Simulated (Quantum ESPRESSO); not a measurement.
## Nb in Quantum ESPRESSO: convergence with SCF threshold

The system is Nb.

```
Nb
1.0
    -1.66395    1.66395    1.66395
     1.66395   -1.66395    1.66395
     1.66395    1.66395   -1.66395
Nb
1
Direct
  0.00000 0.00000 0.00000
```

* Program: Quantum ESPRESSO 7.5
* Task: single point
* Functional: PBEsol
* Potentials or basis: PseudoDojo 0.4 SR PBEsol stringent
* Cutoff: 1116 eV
* Density cutoff: 4463 eV
* k mesh: 11 × 11 × 11
* Occupations: cold, width 0.05 eV
* Spin: no spin polarisation

These are the settings of the first run; the series varies SCF threshold, with any setting tied to it.

Hardware: 1 thread of AMD EPYC 7R43 64-Core Processor (Zen 3), with other jobs on the host.

Question: The values tried are 0.001 Ry, 0.0001 Ry, 1e-05 Ry, 1e-06 Ry, 1e-07 Ry, 1e-08 Ry, 1e-10 Ry, 1e-12 Ry, loosest first. From which on does the pressure stay within 0.1 GPa of the tightest run that finished?

Answer: From 1e-07 Ry on.

| SCF threshold | energy less the tightest run, at zero smearing (meV/atom) | pressure (GPa) | SCF cycles | CPU time (s) | peak memory (GiB) |
| --- | --- | --- | --- | --- | --- |
| 0.001 Ry | 0.25 | -3.81 | 3 | 7.1 | 0.05 |
| 0.0001 Ry | 0.02 | -8.02 | 4 | 7.6 | 0.05 |
| 1e-05 Ry | 0.02 | -8.02 | 4 | 7.5 | 0.05 |
| 1e-06 Ry | 0.00 | -7.53 | 5 | 9.2 | 0.05 |
| 1e-07 Ry | 0.00 | -7.21 | 6 | 9.9 | 0.05 |
| 1e-08 Ry | 0.00 | -7.21 | 6 | 11 | 0.05 |
| 1e-10 Ry | 0.00 | -7.22 | 8 | 12 | 0.05 |
| 1e-12 Ry | 0.00 | -7.22 | 9 | 13 | 0.05 |

Against the tightest run, the energy stays within 1 meV/atom from 0.001 Ry on. The tightest run that finished is the yardstick and may itself not be fully converged.
